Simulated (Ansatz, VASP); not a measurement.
# One calculation of HgTe, two programs

```xyz
2
Lattice="0.0000 3.2019 3.2019 3.2019 0.0000 3.2019 3.2019 3.2019 0.0000" Properties=species:S:1:pos:R:3 pbc="T T T"
Hg    0.0000    0.0000    0.0000
Te    4.8028    4.8028    4.8028
```

Change from the starting cell: volume scaled by 0.98, crystal datasets.

Alike in both runs: task electric field gradients; functional PBEsol; k mesh 9 × 9 × 9; occupations fermi-dirac, width 0.05 eV; no spin polarisation.

|  | VASP | Ansatz |
| --- | --- | --- |
| version | VASP 6.6.1 | Ansatz 0.2.0 |
| potentials or method | VASP PAW PBE potentials, release 64 (Hg, Te), cutoff 520 eV | all-electron PAW with datasets made for the crystal, scalar-relativistic |

Ansatz gave:

```
pressure (GPa)                                                 : 2.4
Vzz of the field gradient on the site that differs most (V/Å²) : 0.0
```

Question: What did VASP give for the same quantities?

Answer: Pressure (GPa): 2.5; Vzz of the field gradient on the site that differs most (V/Å²): 0.0.

Ansatz ran all-electron here, so the differences hold the error of VASP's frozen core and of both bases. Ansatz warned: «gradients_without_spin_orbit».

Caveats: the PAW data sets were made with another functional, which shifts forces and pressure a little (VASP). The runs have no spin-orbit coupling, so splittings on Hg, Te are missing.
